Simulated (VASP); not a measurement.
A run of VASP 6.6.1 is set up as follows.

File INCAR:

```
PREC = Accurate ; ENCUT = 520
EDIFF = 1E-7 ; ISMEAR = 0
SIGMA = 0.02 ; LREAL = False
LASPH = True ; NELM = 60
ALGO = Normal ; ISIF = 3
LWAVE = False ; LCHARG = False
GGA = PE ; IBRION = 2
NSW = 80 ; EDIFFG = -0.002
```

File KPOINTS:

```
Automatic mesh
0
Gamma
  8 8 8
```

File POSCAR:

```
BAs
1.0
    0.0000000000      2.3885000000      2.3885000000
    2.3885000000      0.0000000000      2.3885000000
    2.3885000000      2.3885000000      0.0000000000
B As
1 1
Direct
    0.0000000000      0.0000000000      0.0000000000
    0.2500000000      0.2500000000      0.2500000000
```

Potentials or basis: VASP PAW PBE potentials, release 64 (B, As).

Launch:

```bash
$ cat potpaw_PBE.64/B/POTCAR potpaw_PBE.64/As/POTCAR > POTCAR
$ mpirun -np 1 vasp_std > vasp.out
```

Question: Estimate the space group after relaxing (to 0.05 Å).

Answer: F-43m (No. 216).

Question: Estimate the relaxed cell.

Answer: a = 3.406 Å, b = 3.406 Å, c = 3.406 Å, α = 60.00°, β = 60.00°, γ = 60.00°.

The path:
```tsv
step	energy change (eV)	largest force (eV/Å)	pressure (GPa)	volume (Å³)
1	0.0000	0.0000	3.43	27.25
2	-0.0037	0.0000	-2.19	28.42
3	-0.0071	0.0000	0.01	27.93
```

PBE usually gives volumes a little too large and moduli too small. Zero-point motion and thermal expansion aren't in these numbers.
